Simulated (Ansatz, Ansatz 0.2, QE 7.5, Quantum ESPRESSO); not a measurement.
# The cubic cell edge of Mo₃Os from PBEsol, checked with three sets of potentials and compared with r2SCAN

## Starting point

The reference is a cell from a structure determination by diffraction: "The effect of neutron irradiation on the upper critical magnetic field of superconducting Mo3 Os" (Journal of Low Temperature Physics 57 529 1984; Crystallography Open Database). The crystal is cubic, space group Pm-3n, with an edge of 4.968 Å. The volume per atom follows from the same edge and is no second measurement. The temperature is not given with the value, nor is the exact composition or whether the cell belongs to irradiated material. The last two points matter here, because phases of this kind can deviate from the ideal 3:1 ratio, and irradiation can exchange atoms between the two sites and change the cell slightly.

| compared with | measured | method |
| --- | --- | --- |
| a (Å) | 4.968 | structure determination by diffraction |
| volume per atom (Å³) | 15.3269 | from the measured cell |

Conditions are those given with the value in the passage it was taken from; "not stated" means there, and the paper may say more elsewhere. The values are a selection: others may have been left out beforehand as unlike or outlying.

## Choices

The aim is the equilibrium cell edge of ordered, stoichiometric Mo₃Os. The model is the eight-atom primitive cell of the A15 structure, non-magnetic, relaxed at zero pressure from the measured cell. In this structure both kinds of atom sit on positions fixed by symmetry, so the edge is the only quantity that can relax.

I count an edge within 1 % and a volume within 2 % of the reference as success. That is tight enough to expose a functional that binds clearly too strongly or too weakly, and it leaves room for thermal and zero-point expansion, which I put at roughly 0.2 % of the edge for a stiff refractory metal at room temperature. Since the volume goes with the cube of the edge, the volume limit is the stricter of the two and decides the verdict.

I start with PBEsol, which was built for equilibrium volumes of dense solids and usually serves 4d and 5d metals well. LDA as a rule makes such cells too small, so I would not rest the answer on it. Once the PBEsol edge is known, I will test it against a larger basis and a denser k-mesh, then against independent potentials, and set one neighbouring functional beside it for scale.

System: Mo3Os; Pm-3n (no. 223), 8 atoms in the primitive cell; every run starts from the measured structure; structure from the Crystallography Open Database.

On the selection of runs and values: Further runs on this system are not shown.

## 1. PBEsol from the measured cell

A full relaxation with PBEsol at a moderate cutoff and k-mesh gives the value on which the checks can build. I expect an edge within a few tenths of a percent of the measured one, more likely below it than above, since the calculation describes a static lattice.

**Run 1.** Ansatz 0.2: PBEsol, Ansatz with its PAW files, non-magnetic, cell and ions relaxed, cutoff 420 eV, k-mesh 7×7×7, smearing 0.05 eV (PAW set soft_1 (PAW files made with PBE)).

Key lines of the input:
```
crystal:
  lattice:
    - [4.968, 0.0, 0.0]
    - [0.0, 4.968, 0.0]
    - [0.0, 0.0, 4.968]
  atoms:
    - { symbol: Mo, position: [0.25, 0.0, 0.5] }
    - { symbol: Mo, position: [0.5, 0.75, 0.0] }
    - { symbol: Mo, position: [0.75, 0.0, 0.5] }
    - { symbol: Mo, position: [0.5, 0.25, 0.0] }
    - { symbol: Mo, position: [0.0, 0.5, 0.75] }
    - { symbol: Mo, position: [0.0, 0.5, 0.25] }
    - { symbol: Os, position: [0.0, 0.0, 0.0] }
    - { symbol: Os, position: [0.5, 0.5, 0.5] }
kpoints:
  mp_grid: { grid: [7, 7, 7] }
scf:
  occupations: { method: fermi_dirac, width: 0.05 }
hamiltonian:
  xc: pbesol
  pseudopotentials: { kind: paw, azcp: { folder: soft_1 }, xc_functional: pbe }
relax:
  f_tol: 0.01
  max_steps: 60
  cell: { stress_tol: 0.02 }
output:
  forces: true
  stress: true
```

Command:
```
ansatz run input.yaml --threads 4 --pin off --max-ram 16384MiB --backend cpu --events-out ev --progress --plain --runs-dir out
```

Selected lines of the output:
```
relax step   1: F+E_penalty+E_count = -51889.63556688 eV  max|allowed force component| = 2.186e-18 eV/Å  Δτ_max = 0.0000 Å  P = -4.654 GPa  Ω = 122.615 …
relax step   5: F+E_penalty+E_count = -51889.66334436 eV  max|allowed force component| = 2.725e-17 eV/Å  Δτ_max = 0.0000 Å  P = +0.009 GPa  Ω = 120.729 …
```

Converged; 18 s on 4 cores of Arm Neoverse V1, shared host.

| quantity | run 1 | measured | deviation |
| --- | --- | --- | --- |
| a (Å) | 4.9424 | 4.968 | −0.0256 (−0.5 %) |
| volume per atom (Å³) | 15.091 | 15.3269 | −0.236 (−1.5 %) |
| largest shift (Å) | 0.0000 |  |  |
| pressure (GPa) | 0.00912 |  |  |

PBEsol gives an edge of 4.9424 Å, 0.5 % below the measured one, and a volume 1.5 % too small. Both are inside their limits, and the sign is the one I anticipated. The first step, still at the measured volume, already has a pressure of −4.654 GPa, so the calculated crystal contracts from there. No atom moves, as the symmetry demands.

The volume has only about half a percent to spare, so an error of the basis or of the k-mesh could still matter to the verdict.

## 2. Larger basis and denser k-mesh

I raise the cutoff and refine the k-mesh in two separate runs, each changing one setting of the first calculation. The mesh deserves the test because A15 metals often have sharp structure in the density of states near the Fermi level. I expect both changes in the edge to be well below the 0.5 % deviation.

**Run 2.** Ansatz 0.2: PBEsol, Ansatz with its PAW files, non-magnetic, cell and ions relaxed, cutoff 600 eV, k-mesh 7×7×7, smearing 0.05 eV (PAW set soft_1 (PAW files made with PBE)).

Key lines of the input, as changed from run 1:
```diff
+ basis:
+   ecutwfc: 600
```

Selected lines of the output:
```
relax step   5: F+E_penalty+E_count = -51889.67105252 eV  max|allowed force component| = 2.880e-17 eV/Å  Δτ_max = 0.0000 Å  P = +0.007 GPa  Ω = 120.723 …
```

Converged; 23 s on the same hardware.

**Run 3.** Ansatz 0.2: PBEsol, Ansatz with its PAW files, non-magnetic, cell and ions relaxed, cutoff 420 eV, k-mesh 9×9×9, smearing 0.05 eV (PAW set soft_1 (PAW files made with PBE)).

Key lines of the input, as changed from run 1:
```diff
  kpoints:
-   mp_grid: { grid: [7, 7, 7] }
+   mp_grid: { grid: [9, 9, 9] }
```

Selected lines of the output:
```
relax step   5: F+E_penalty+E_count = -51889.64097366 eV  max|allowed force component| = 2.288e-17 eV/Å  Δτ_max = 0.0000 Å  P = +0.009 GPa  Ω = 120.771 …
```

Converged; 25 s on the same hardware.

| quantity | run 2 | run 3 | measured |
| --- | --- | --- | --- |
| a (Å) | 4.9423 | 4.9430 | 4.968 |
| volume per atom (Å³) | 15.090 | 15.096 | 15.3269 |
| largest shift (Å) | 4.8e-16 | 0.0000 |  |
| pressure (GPa) | 0.00737 | 0.00862 |  |

The larger basis changes the edge by 0.0001 Å, which is no more than the stopping threshold for the stress allows. The denser k-mesh lengthens it by 0.0006 Å, to 4.9430 Å. Against a deviation of about 0.025 Å both changes are negligible, and the volume stays 1.5 % below the reference. Neither the basis nor the k-mesh accounts for the short edge.

## 3. Independent norm-conserving potentials

What these tests leave untouched is the PAW description itself, whose files were made with PBE and are used here with PBEsol. I therefore repeat the PBEsol relaxation in Quantum ESPRESSO with norm-conserving PseudoDojo potentials at a high cutoff, on the 7×7×7 mesh of the first run. I expect the two edges to agree within about 0.2 %. A larger difference would put the volume verdict in question.

**Run 4.** QE 7.5: PBEsol, Quantum ESPRESSO with PseudoDojo 0.4.1 norm-conserving, non-magnetic, cell and ions relaxed, cutoff 1143 eV, k-mesh 7×7×7, smearing 0.05 eV, one cutoff for all elements, untested, density cutoff 4572 eV.

Key lines of the input:
```
&control
  calculation = 'vc-relax'
  forc_conv_thr = 3.89e-04
  etot_conv_thr = 1.0e-4
  nstep = 60
/
&system
  ecutwfc = 84
  ecutrho = 336
  occupations = 'smearing'
  smearing = 'fd'
  degauss = 0.00367
/
&electrons
  conv_thr = 4.0e-08
  mixing_beta = 0.4
  electron_maxstep = 120
/
&ions
/
&cell
  press_conv_thr = 0.15
/
ATOMIC_SPECIES
  Mo 95.950 Mo.upf
  Os 190.230 Os.upf
[... cell and positions ...]
K_POINTS automatic
  7 7 7 0 0 0
```

Command:
```
OMP_NUM_THREADS=1 mpirun -n 4 pw.x -nk 4 -in pw.in > pw.x.log
```

Selected lines of the output:
```
          total   stress  (Ry/bohr**3)                   (kbar)     P=      -44.06
          total   stress  (Ry/bohr**3)                   (kbar)     P=       -0.01
     Final scf calculation at the relaxed structure.
     c_bands:  1 eigenvalues not converged
          total   stress  (Ry/bohr**3)                   (kbar)     P=       -0.01
```

Converged; 7.3 min on the same hardware.

| quantity | run 4 | measured | deviation |
| --- | --- | --- | --- |
| a (Å) | 4.9438 | 4.968 | −0.0242 (−0.5 %) |
| volume per atom (Å³) | 15.104 | 15.3269 | −0.223 (−1.5 %) |
| largest shift (Å) | 0.0000 |  |  |
| pressure (GPa) | −0.00100 |  |  |

The norm-conserving potentials give 4.9438 Å, 0.0014 Å above the PAW result on the same k-mesh. The volume is again 1.5 % too small, so the verdict doesn't depend on the PAW files. A cutoff check for this run is not shown in this report. At the measured cell, too, the two calculations roughly agree, with pressures of −44.06 kbar here and −4.654 GPa in the first run.

The final calculation reports one eigenvalue not converged in a diagonalisation. The pressure there is the same −0.01 kbar as at the end of the relaxation, so I see no effect on the cell.

## 4. r2SCAN for scale

The remaining question is how much the edge depends on the functional. I take r2SCAN as the neighbour, because it is built on different principles from PBEsol, whereas LDA would most likely just shorten the edge further. I expect r2SCAN to give a slightly longer edge than PBEsol. Its potentials still derive from PBE files, so I will use it as a comparison and leave the verdict with PBEsol.

**Run 5.** Ansatz 0.2: r2SCAN, Ansatz with its PAW files, non-magnetic, cell and ions relaxed, cutoff 500 eV, k-mesh 7×7×7, smearing 0.05 eV (PAW set soft_1).

Key lines of the input, as changed from run 1:
```diff
  hamiltonian:
-   xc: pbesol
-   pseudopotentials: { kind: paw, azcp: { folder: soft_1 }, xc_functional: pbe }
+   xc: r2scan
+   pseudopotentials: { kind: paw, azcp: { folder: soft_1 } }
```

Selected lines of the output:
```
relax step   1: F+E_penalty+E_count = -52603.39712450 eV  max|allowed force component| = 6.668e-18 eV/Å  Δτ_max = 0.0000 Å  P = +0.182 GPa  Ω = 122.615 …
relax step   4: F+E_penalty+E_count = -52603.39716986 eV  max|allowed force component| = 3.759e-18 eV/Å  Δτ_max = 0.0000 Å  P = -0.000 GPa  Ω = 122.689 …
```

Converged; 24 s on the same hardware.

| quantity | run 5 | measured | deviation |
| --- | --- | --- | --- |
| a (Å) | 4.9690 | 4.968 | +0.0010 (+0.0 %) |
| volume per atom (Å³) | 15.336 | 15.3269 | +0.009 (+0.1 %) |
| largest shift (Å) | 0.0000 |  |  |
| pressure (GPa) | −0.00017 |  |  |

r2SCAN gives an edge of 4.9690 Å, 0.0010 Å above the measured one, and at the measured cell its pressure is only +0.182 GPa. The edge is longer than with PBEsol, as I had expected, by 0.0266 Å on the same k-mesh. That is far more than the denser mesh or the change of potentials did to the PBEsol edge, so the choice of functional is the largest influence on the cell seen in these runs.

I don't read the close match as proof that r2SCAN is the better functional here. A check of this edge on basis, k-mesh or potentials is not shown in this report, and the PAW files behind it were generated with PBE.

## 5. Smaller smearing with PBEsol

The electronic smearing is a numerical setting of the PBEsol result for which no check has been shown so far, and it could matter where the density of states varies sharply near the Fermi level. I reduce it from 0.05 to 0.01 eV on the 7×7×7 mesh of the first run. A smaller smearing makes the result more sensitive to the k-mesh, so a shift in the edge could come from either. I expect it to stay far below the deviation from experiment.

**Run 6.** Ansatz 0.2: PBEsol, Ansatz with its PAW files, non-magnetic, cell and ions relaxed, cutoff 420 eV, k-mesh 7×7×7, smearing 0.01 eV (PAW set soft_1 (PAW files made with PBE)).

Key lines of the input, as changed from run 1:
```diff
  scf:
-   occupations: { method: fermi_dirac, width: 0.05 }
+   occupations: { method: fermi_dirac, width: 0.01 }
```

Selected lines of the output:
```
relax step   5: F+E_penalty+E_count = -51889.63529925 eV  max|allowed force component| = 1.041e-17 eV/Å  Δτ_max = 0.0000 Å  P = +0.009 GPa  Ω = 120.699 …
```

Converged; 15 s on the same hardware.

| quantity | run 6 | measured | deviation |
| --- | --- | --- | --- |
| a (Å) | 4.9420 | 4.968 | −0.0260 (−0.5 %) |
| volume per atom (Å³) | 15.087 | 15.3269 | −0.240 (−1.6 %) |
| largest shift (Å) | 4.9e-16 |  |  |
| pressure (GPa) | 0.00944 |  |  |

With the smaller smearing the edge is 4.9420 Å, 0.0004 Å shorter than in the first run. The volume is now 1.6 % below the reference and still within its limit. On this k-mesh the smearing has no practical bearing on the PBEsol verdict.

## Table of results

| run | settings | a (Å) | deviation | volume per atom (Å³) | deviation | cost |
| --- | --- | --- | --- | --- | --- | --- |
| 1 | Ansatz: PBEsol, Ansatz with its PAW files, cutoff 420 eV, k-mesh 7×7×7, smearing 0.05 eV (PAW set soft_1 (PAW files made with PBE)) | 4.9424 | −0.0256 (−0.5 %) | 15.091 | −0.236 (−1.5 %) | 71 core-s |
| 2 | Ansatz: PBEsol, Ansatz with its PAW files, cutoff 600 eV, k-mesh 7×7×7, smearing 0.05 eV (PAW set soft_1 (PAW files made with PBE)) | 4.9423 | −0.0257 (−0.5 %) | 15.090 | −0.237 (−1.5 %) | 92 core-s |
| 3 | Ansatz: PBEsol, Ansatz with its PAW files, cutoff 420 eV, k-mesh 9×9×9, smearing 0.05 eV (PAW set soft_1 (PAW files made with PBE)) | 4.9430 | −0.0250 (−0.5 %) | 15.096 | −0.230 (−1.5 %) | 1.7 core-min |
| 4 | QE: PBEsol, cutoff 1143 eV, k-mesh 7×7×7, smearing 0.05 eV, one cutoff for all elements, untested, density cutoff 4572 eV | 4.9438 | −0.0242 (−0.5 %) | 15.104 | −0.223 (−1.5 %) | 29 core-min |
| 5 | Ansatz: r2SCAN, Ansatz with its PAW files, cutoff 500 eV, k-mesh 7×7×7, smearing 0.05 eV (PAW set soft_1) | 4.9690 | +0.0010 (+0.0 %) | 15.336 | +0.009 (+0.1 %) | 98 core-s |
| 6 | Ansatz: PBEsol, Ansatz with its PAW files, cutoff 420 eV, k-mesh 7×7×7, smearing 0.01 eV (PAW set soft_1 (PAW files made with PBE)) | 4.9420 | −0.0260 (−0.5 %) | 15.087 | −0.240 (−1.6 %) | 60 core-s |
|  | measured | 4.968 |  | 15.3269 |  |  |

Further runs on the same system, made beside this series (convergence steps with loose settings among them):

| further | settings | a (Å) | deviation | volume per atom (Å³) | deviation | cost | status |
| --- | --- | --- | --- | --- | --- | --- | --- |
| F1 | Ansatz: r2SCAN+rVV10, Ansatz with its PAW files, cutoff 500 eV, k-mesh 7×7×7, smearing 0.05 eV (PAW set soft_1) | 4.9576 | −0.0104 (−0.2 %) | 15.231 | −0.096 (−0.6 %) | 2.6 core-min |  |
| F2 | Ansatz: PBEsol-D3(BJ), Ansatz with its PAW files, cutoff 420 eV, k-mesh 7×7×7, smearing 0.05 eV (PAW set soft_1 (PAW files made with PBE)) | 4.9030 | −0.0650 (−1.3 %) | 14.733 | −0.594 (−3.9 %) | 74 core-s |  |
| F3 | Ansatz: LDA, Ansatz with its PAW files, cutoff 420 eV, k-mesh 7×7×7, smearing 0.05 eV (PAW set soft_1 (PAW files made with PBE)) | 4.9159 | −0.0521 (−1.0 %) | 14.850 | −0.477 (−3.1 %) | 73 core-s |  |
| F4 | Ansatz: PBEsol, Ansatz with its PAW files, cutoff 420 eV, k-mesh 4×4×4, smearing 0.05 eV (PAW set soft_1 (PAW files made with PBE)) | 4.9469 | −0.0211 (−0.4 %) | 15.133 | −0.194 (−1.3 %) | under 1 core-min |  |
| F5 | Ansatz: PBEsol, Ansatz with its PAW files, cutoff 420 eV, k-mesh 5×5×5, smearing 0.05 eV (PAW set soft_1 (PAW files made with PBE)) | 4.9432 | −0.0248 (−0.5 %) | 15.099 | −0.228 (−1.5 %) | under 1 core-min |  |
| F6 | Ansatz: PBEsol, Ansatz with its PAW files, cutoff 300 eV, k-mesh 7×7×7, smearing 0.05 eV (PAW set soft_1 (PAW files made with PBE)) | 4.9426 | −0.0254 (−0.5 %) | 15.093 | −0.234 (−1.5 %) | 70 core-s | warnings: cutoff_below_recommended |
| F7 | QE: PBEsol, Quantum ESPRESSO with GBRV 1.5 ultrasoft, cutoff 544 eV, k-mesh 7×7×7, smearing 0.05 eV, density cutoff 3265 eV | 4.9394 | −0.0286 (−0.6 %) | 15.063 | −0.264 (−1.7 %) | 12 core-min |  |
|  | measured | 4.968 |  | 15.3269 |  |  |  |

## Judgement

PBEsol meets the target. On the densest k-mesh the edge is 4.9430 Å, 0.5 % below the measured one, and the volume is 1.5 % too small against a limit of 2 %, at a cost of 1.7 core-minutes.

The check that mattered most was the change of potentials. Norm-conserving and ultrasoft potentials give 4.9438 and 4.9394 Å, so the short edge of the static PBEsol cell is not an artefact of one set of files. The norm-conserving run was also the most expensive, at 29 core-minutes. Cutoff and smearing hardly moved the edge, and the first calculation would have supported the same verdict.

The thermal and zero-point expansion missing from the static cell has the right sign, but my rough 0.2 % covers less than half of the deviation. I attribute most of the rest to slight overbinding by PBEsol, though the composition and irradiation state of the sample may contribute. A second database entry agrees with the reference volume to 0.1 %, which makes a gross error in the measured cell unlikely. The runs above don't include spin-orbit coupling, and its effect on the edge is not shown in this report.

r2SCAN lands almost on the measured edge, but adding my rough estimate of the expansion would carry it about 0.2 % too high if the cell was measured at room temperature, so part of that match is probably a cancellation. With rVV10 added, the edge is 0.2 % short, about what the missing expansion would make up. Numerical checks of these two results are not shown in this report, and I wouldn't rank the two on such margins. LDA misses both limits, the edge only narrowly. Adding D3 to PBEsol shortens a cell that is already too small and also fails, so I would leave that correction out for this metal.

[Logs are printed without paths, hosts, clocks, repeated set-up lines and the standing remarks that a program may print on its own settings, such as how far it seeks lower states.]

[The runs shown are a pick from a larger set of finished runs; failed, doubtful and other runs were left out of it ahead of writing. So were measured values far from every level or from commonly accepted values, and agreement can look better than it is. Lines of input and output are excerpts and may be shortened.]
